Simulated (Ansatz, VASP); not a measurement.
**AlN in VASP and in Ansatz**

INCAR

```
ALGO = Normal
EDIFF = 1E-6
ENCUT = 520
GGA = PE
ISIF = 2
ISMEAR = 0
LASPH = True
LCHARG = False
LREAL = False
LWAVE = False
NBANDS = 16
NELM = 60
PREC = Accurate
SIGMA = 0.05
```

Contents of KPOINTS:

```
k-points
0
Gamma
  9 9 6
```

File POSCAR:

```
AlN
1.0
    2.9809041676      0.0000000000      0.0000000000
   -1.4904520838      2.5815387354      0.0000000000
    0.0000000000      0.0000000000      4.1875630000
Al N
2 2
Direct
    0.3333333333      0.6666666667      0.7500000000
    0.6666666667      0.3333333333      0.2500000000
    0.3333333333      0.6666666667      0.2500000000
    0.6666666667      0.3333333333      0.7500000000
```

Input for Ansatz:

```yaml
crystal:
  lattice:
    - [2.9809041676, 0.0, 0.0]
    - [-1.4904520838, 2.5815387354, 0.0]
    - [0.0, 0.0, 4.187563]
  atoms:
    - { symbol: Al, position: [0.3333333333, 0.6666666667, 0.75] }
    - { symbol: Al, position: [0.6666666667, 0.3333333333, 0.25] }
    - { symbol: "N", position: [0.3333333333, 0.6666666667, 0.25] }
    - { symbol: "N", position: [0.6666666667, 0.3333333333, 0.75] }
basis:
  ecutwfc: 420
kpoints:
  mp_grid: { grid: [9, 9, 6] }
hamiltonian:
  xc: pbe
scf:
  occupations: { method: gaussian, width: 0.05 }
output:
  forces: true
  stress: true
  eigenvalues: true
```

Change from the starting cell: strain -0.1000 x Voigt [1, 1, 0, 0, 0, 0], atoms carried along.

Alike in both runs: task single point; functional PBE; k mesh 9 × 9 × 6; occupations gaussian, width 0.05 eV; no spin polarisation.

|  | VASP | Ansatz |
| --- | --- | --- |
| version | VASP 6.6.1 | Ansatz 0.2.0 |
| potentials or method | VASP PAW PBE potentials, release 64 (Al, N) | scalar-relativistic, plane waves, PAW |
| plane-wave cutoff (eV) | 520 | 420 |
| valence electrons in the cell | 16 | 16 |

```csv
,VASP,Ansatz,Ansatz less VASP
gap on the k mesh at the Fermi level (eV),4.12,4.13,+0.009
least direct gap on the mesh (eV),4.85,4.83,-0.024
pressure (GPa),77.5,77.2,-0.26
largest component of the traceless stress (GPa),45.21,44.91,-0.296
```

Caveats: the cell as given lies far from equilibrium; so large a pressure means that the cell lies far from this level's equilibrium, or that cutoff or potentials fall short (VASP); an odd mesh through Γ misses points on the zone boundary, where band edges often lie.
